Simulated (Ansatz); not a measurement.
SiO₂ (I4/mmm) from a database structure was relaxed with 3 functionals in Ansatz 0.2.0, cell and atoms free, the symmetry of the start kept (meshes: PBE 6×6×6, r2SCAN 6×6×6, PBEsol 6×6×6). (Simulation; spin polarisation is off.)

The r2SCAN result:
Space group I4/mmm (No. 139). a = 8.939 Å, b = 8.939 Å, c = 5.231 Å, α = 90.00°, β = 90.00°, γ = 90.00°
```csv
atom,site,symmetry,x,y,z
Si,8h,m.2m,0.6770,0.6770,0.5000
O,8f,..2/m,0.7500,0.7500,0.7500
O,8i,m2m.,0.7088,0.5000,0.5000
```

It is tetragonal, I4/mmm (No. 139); a = 8.939 Å, c = 5.231 Å in the conventional setting, 17.42 Å³ an atom. Around Si lie 4 O at 1.60–1.61 Å; around O lie 2 Si at 1.60 Å; around O lie 2 Si at 1.61 Å.

Question: Order the functionals by the relaxed volume, smallest first.
A. PBEsol
B. r2SCAN
C. PBE

Answer: B (17.42 Å³/atom), A (17.61 Å³/atom), C (17.84 Å³/atom).

Question: What lattice does PBEsol give?

Answer: a = 8.972 Å, c = 5.251 Å; the volume differs by +1.1 % from r2SCAN's. Si is surrounded by 4 O at 1.61 Å; O is surrounded by 2 Si at 1.61 Å.

Question: What lattice does PBE give?

Answer: a = 9.011 Å, c = 5.273 Å; the volume differs by +2.4 % from r2SCAN's. Si has 4 O at 1.61–1.62 Å; O has 2 Si at 1.61 Å; O has 2 Si at 1.62 Å.

Question: Held at the r2SCAN cell, what mean stress does PBE find, and does its sign point to its own minimum?

Answer: Yes. PBE +3.56 GPa, and its relaxed volume is +2.4 % from r2SCAN's. Compression counts positive, so a positive stress asks for a larger cell.
